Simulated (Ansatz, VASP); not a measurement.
Two plane-wave programs on Hg

Contents of INCAR:

```
SYSTEM = Hg
PREC = Accurate ; ENCUT = 520
EDIFF = 1E-7 ; ISMEAR = -1
SIGMA = 0.05 ; LREAL = .FALSE.
LASPH = .TRUE. ; NELM = 80
ALGO = Normal ; ISIF = 2
LWAVE = .FALSE. ; LCHARG = .FALSE.
GGA = PE ; NBANDS = 25
```

Contents of KPOINTS:

```
regular mesh
0
G
  9 9 4
  0 0 0
```

POSCAR

```
Hg
1.0
    3.2527723621      0.0000000000      0.0000000000
   -1.4420914996      3.0133390164      0.0000000000
   -0.9387661657     -1.3687750573      7.9548358719
Hg
3
Direct
    0.0000000000      0.0000000000      0.0000000000
    0.4139298800      0.2585777100      0.6647421900
    0.5860701200      0.7414222900      0.3352578100
```

input.yaml

```yaml
crystal:
  lattice:
    - [3.2527723621, 0.0, 0.0]
    - [-1.4420914996, 3.0133390164, 0.0]
    - [-0.9387661657, -1.3687750573, 7.9548358719]
  atoms:
    - { symbol: Hg, position: [0.0, 0.0, 0.0] }
    - { symbol: Hg, position: [0.41392988, 0.25857771, 0.66474219] }
    - { symbol: Hg, position: [0.58607012, 0.74142229, 0.33525781] }
hamiltonian:
  xc: pbe
  pseudopotentials: { kind: paw }
kpoints:
  mp_grid: { grid: [9, 9, 4] }
scf:
  occupations: { method: fermi_dirac, width: 0.05 }
output:
  forces: true
  stress: true
  eigenvalues: true
```

Change from the starting cell: volume scaled by 0.94.

Alike in both runs: task single point; functional PBE; k mesh 9 × 9 × 4; occupations fermi-dirac, width 0.05 eV; no spin polarisation.

```csv
,VASP,Ansatz
version,VASP 6.6.1,Ansatz 0.2.0
potentials or method,"VASP PAW PBE potentials, release 64 (Hg)",Ansatz PAW
plane-wave cutoff (eV),520,420
valence electrons in the cell,36,60
```

Ansatz gave:

```
gap on the k mesh at the Fermi level (eV)       : none
pressure (GPa)                                  : 1.7
largest component of the traceless stress (GPa) : 0.21
rms of the force components (eV/Å)              : 0.019
```

**Question.** What did VASP give for the same quantities?

**Answer.** gap on the k mesh at the Fermi level (eV): none; pressure (GPa): 1.9; largest component of the traceless stress (GPa): 0.21; rms of the force components (eV/Å): 0.020.

Atom by atom the forces differ by 0.001 eV/Å (rms over components). A gap of «none» marks a metal or a gap that the smearing closes. The two sets of potentials don't hold the same shells in valence.

Spin-orbit coupling is left out, which matters for the levels of Hg.
